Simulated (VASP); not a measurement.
Set up this calculation in VASP 6.6.1, as the native input.

```yaml
Task: single point
Functional: PBE
Potentials_or_basis: VASP PAW PBE potentials, release 64 (Na_pv)
Cutoff: 520 eV
k_mesh: 4 × 4 × 1
Occupations: gaussian, width 0.1 eV
Spin: no spin polarisation
Dipole_correction: yes
Further_INCAR_settings: ALGO = Fast; EDIFF = 1e-07; NBANDS = 38
```

The structure of Na lies in POSCAR:

```
Na
1.0
    7.2665057608      0.0000000000      0.0000000000
   -2.4221685869      6.8509273320      0.0000000000
    0.0000000000      0.0000000000     20.9665385532
Na
8
Direct
    0.2500000000      0.2500000000      0.1907801800
    0.2500000000      0.7500000000      0.1907801800
    0.7500000000      0.2500000000      0.1907801800
    0.7500000000      0.7500000000      0.1907801800
    0.0000000000      0.0000000000      0.3322693699
    0.0000000000      0.5000000000      0.3322693699
    0.5000000000      0.0000000000      0.3322693699
    0.5000000000      0.5000000000      0.3322693699
```

The slab is cut from a database's or a generator's crystal, which needn't be the stable form of the element.

The cell isn't the ideal one: the clean substrate in the cell of the map.

These files were run (other wordings do the same):

INCAR

```
ALGO = Fast
DIPOL = 0.5 0.5 0.262
EDIFF = 1E-7
ENCUT = 520
GGA = PE
IDIPOL = 3
ISIF = 2
ISMEAR = 0
LASPH = True
LCHARG = False
LDIPOL = True
LREAL = False
LWAVE = False
NBANDS = 38
NELM = 100
PREC = Accurate
SIGMA = 0.1
```

KPOINTS

```
k-points
0
Gamma
  4 4 1
```

Potentials or basis: VASP PAW PBE potentials, release 64 (Na_pv).

Run with:

```sh
$ cat potpaw_PBE.64/Na_pv/POTCAR > POTCAR
$ mpirun -np 1 vasp_std > vasp.out
```

Results of the run:

* Largest force: 0.009 eV/Å
* Band gap on the k mesh: none (metal or under the smearing width)

Wall time 5.8 min on 1 thread of Intel(R) Xeon(R) 6975P-C (Granite Rapids) (shared host), peak memory 0.94 GiB.
